Silicon carbide (F-43m, 10.35 Å³ per atom, Si–C distance 1.887 Å) under classical force fields and Kohn–Sham DFT, in the programs named in the table. All rows use the same crystal geometry, unrelaxed and with a static lattice; pressure is positive in compression. Energies in the basis column are plane-wave cutoffs.

```tsv
method	rung	program	potentials	basis	k mesh	smearing	pressure (GPa)
EDIP	force field	LAMMPS-through-ASE	SiC.edip	default	none 8-atom cell	none	0.680
Tersoff	force field	LAMMPS	SiC_1989.tersoff	default	none 2-atom cell	none	-5.430
Tersoff-Brenner	force field	matscipy-through-ASE	Tersoff_PRB_39_5566_Si_C	default	none 8-atom cell	none	-5.430
LDA	LDA	ABINIT	JTH PAW LDA v2.0	544 eV	4x4x4 2-atom cell	Fermi Dirac 0.05eV	-4.300
PBE	GGA	ABACUS	PseudoDojo NC SR 0.4.1 PBE standard	1116 eV	10x10x10 2-atom cell	Fermi Dirac 0.05eV	3.210
PBEsol	GGA	ABINIT	JTH PAW PBE v2.0	544 eV	13x13x13 2-atom cell	Fermi Dirac 0.05eV	-0.590
vdW-DF	GGA	SIESTA	PseudoDojo 0.4 standard NC	DZP	10x10x10 2-atom cell	Fermi Dirac 0.05eV	10.780
r2SCAN	meta-GGA	ABINIT	JTH PAW PBE v2.0	653 eV	4x4x4 2-atom cell	Fermi Dirac 0.05eV	1.820
```

All eight rows describe the same silicon carbide crystal with the same distances between its atoms. The pressure therefore tells what length of bond each method would prefer. A positive value means that the cell is squeezed and would expand if it were released, and a negative one means that it is stretched and would shrink. For the plane-wave rows this reading is only approximate: their pressures are not corrected for the finite cutoff (the Pulay stress), which usually makes a cell look more stretched than it is, and the cutoffs run from 544 to 1116 eV, so part of the differences between these rows may come from there. In a solid as stiff as this, an error of one per cent in length costs about 7 GPa, so a disagreement hardly visible in a drawing of the structure becomes a large stress.

The conversion comes from treating the crystal as a spring. Near the preferred volume $V_0$ the energy rises as a parabola, so the pressure at the given volume $V$ is $P \approx B\,(V_0 - V)/V_0$, where $B$ is the bulk modulus, the resistance to uniform compression. A small relative change of volume is three times the relative change of the cell edge $a$. With $a_0$ for the preferred edge, this gives

$$\frac{a_0 - a}{a} \approx \frac{P}{3B}.$$

For PBE, with a rough recalled $B$ of 220 GPa, the result is $3.21/(3 \times 220) \approx 0.005$. PBE would lengthen every edge, and with it every bond, by half a per cent, or about 0.01 Å. The stiffness was not adjusted to any row, and the printed output after this text applies the same conversion to all of them. It is least reliable for vdW-DF, where the wanted change is largest and a crystal no longer behaves as an ideal spring. The formula translates pressure into length; why the density functionals prefer different lengths is a matter of how they treat the electrons.

LDA takes the exchange and correlation energy at each point from a uniform electron gas of the same density. Real atoms are far from uniform, and their density falls steeply from the core outwards. LDA undervalues the exchange energy of such uneven densities, and the error is more serious for separate atoms than for a crystal, where neighbouring clouds overlap and fill the space between them. Bringing atoms together therefore looks too profitable, and the preferred bonds come out too short. This well-known overbinding accounts for much of the tension of 4.3 GPa in the LDA row; a smaller part, taken up near the end, would remain even in an exact calculation with still atoms.

A GGA also looks at how fast the density changes from point to point and gives extra exchange energy where it changes quickly. Pulling the atoms apart makes the density more uneven, so this extra stabilisation grows as the crystal expands. The gradient term for exchange thus acts as an outward push added to LDA. The gradient term for correlation pulls the other way, but usually less. In PBE the push is strong enough to reverse the sign, and the pressure lies 7.5 GPa above that of LDA. The two runs also differ in program and potentials, and the LDA run has the coarser mesh, so this figure does not measure the gradient term alone.

PBEsol shows what happens when the push is weakened. It has the same form as PBE, but its gradient term for exchange is only a little over half as strong, a choice suited to the gentler density variations in solids. Its pressure falls almost exactly midway, 3.7 GPa above LDA and 3.8 GPa below PBE. That is what the argument about exchange leads to, although the even division should not be pressed too far. PBEsol also changes the correlation term, and the three runs differ in potentials and k mesh.

The vdW-DF row is the most irregular of the density functionals. Its name promises additional attraction, the van der Waals force between separate pieces of matter, yet it gives the strongest outward pressure in the table, 10.8 GPa. The explanation from theory is that the original vdW-DF changes two things at once. It replaces PBE's gradient term for correlation with a non-local one, which brings in the van der Waals attraction, but it also uses an exchange term more repulsive than that of PBE. In a layered or molecular crystal the attraction is essential to hold the pieces together, whereas in silicon carbide strong covalent bonds already do that work and the more repulsive exchange can prevail.

How much of the excess over PBE really belongs to the functional remains open. The vdW-DF run describes the electrons with a small set of atom-centred functions, marked DZP in the table, while the PBE run uses plane waves. A small basis has too little freedom to follow the density as the cell changes, and this can shift the pressure by itself. The direction of the vdW-DF result agrees with the known tendency of this functional towards long bonds, but its full size should not be charged to the functional alone.

The meta-GGA r2SCAN adds a further ingredient, the kinetic-energy density of the electrons. With it the functional can tell a covalent bond from a metallic region or a weak overlap between closed shells, even where density and gradient are alike. It need not apply one compromise to all of them, as a GGA must. Its pressure of 1.8 GPa lies between those of PBEsol and PBE, though the table cannot show how much of that is due to the new ingredient. The step of 6.1 GPa up from LDA is large, but the order of r2SCAN relative to PBEsol and PBE is not secure, because the r2SCAN run has a coarser mesh than either and uses potentials made for PBE.

The name of the rung is therefore a poor guide to the pressure. The three rows labelled GGA span 11.4 GPa, about one and a half times the distance from LDA to PBE, and the meta-GGA lies inside that span. The label fits vdW-DF only loosely, since its non-local correlation goes beyond a GGA, but even the two true GGAs, PBE and PBEsol, lie 3.8 GPa apart. Part of the spread may come from the programs and their settings, since each of the three functionals was run in a different program. But "GGA" only says which information a functional may use. How strongly it responds to the gradient is a separate choice, and that choice moves the bond length.

The force fields have no electrons, so this argument does not apply to them. They give the energy as a formula in the positions of the atoms, and the preferred bond length follows from the parameters. The Tersoff potential takes most of its silicon–carbon parameters as averages of those for pure silicon and pure carbon, which leaves little freedom to place the mixed bond correctly. Its tension of 5.4 GPa corresponds to an edge that would shrink by about 0.8 per cent. The row called Tersoff-Brenner holds the same parameter set in another program, so the identical pressure confirms the programming and adds no second opinion on the crystal.

EDIP, by contrast, comes within 0.7 GPa of zero. The probable reason is that its parameters were adjusted to reproduce the size of this very crystal, though the pressure alone cannot confirm it. If so, the small value reports the target of the adjustment. It would not show that EDIP describes the forces between silicon and carbon better in a strained or defective crystal.

Zero is also not quite the right target. The given cell is close to that of the real crystal, whose atoms vibrate even at the lowest temperature, and this zero-point motion pushes the lattice outwards by roughly one or two gigapascals. The calculations hold the atoms still. An exact method of this kind should therefore show a slight tension, which balances the push of the vibrations in the real material. Judged against zero, PBE looks better than LDA, 3.2 against 4.3 GPa; judged against a tension of one or two gigapascals, LDA is the closer of the two. PBEsol stays close by either measure.

For practical work, the useful zero of stress is the cell that the chosen method itself prefers. Every row carries more than half a gigapascal in this common cell, and stresses in deposited films are often of that order. An engineer who computes the stress of a strained layer should first relax the unstrained crystal with the same method and settings, and then measure strain from there. Otherwise the result mixes the stress of the layer with the method's own opinion on the length of a bond. The stiffer the material, the more that opinion costs: the same percentage error in length gives a pressure in proportion to the bulk modulus.

Printed output of the fit:

```
Pressure and rough wanted change of the cell edge:
              row  pressure_GPa  edge_change_percent
             EDIP          0.68                0.103
          Tersoff         -5.43              -0.8227
  Tersoff-Brenner         -5.43              -0.8227
              LDA          -4.3              -0.6515
              PBE          3.21               0.4864
           PBEsol         -0.59             -0.08939
           vdW-DF         10.78                1.633
           r2SCAN          1.82               0.2758
Number of rows on the GGA rung: 3
Spread of pressure on the GGA rung, GPa: 11.37
Spread of pressure among the force fields, GPa: 6.11
PBE less LDA, GPa: 7.51
PBEsol less LDA, GPa: 3.71
PBE less PBEsol, GPa: 3.8
r2SCAN less LDA, GPa: 6.12
PBE less r2SCAN, GPa: 1.39
vdW-DF less PBE, GPa: 7.57
GGA spread divided by the PBE-LDA difference: 1.514
vdW-DF pressure divided by PBE pressure: 3.358
EDIP less Tersoff, GPa: 6.11
Tersoff-Brenner less Tersoff, GPa: 0
```
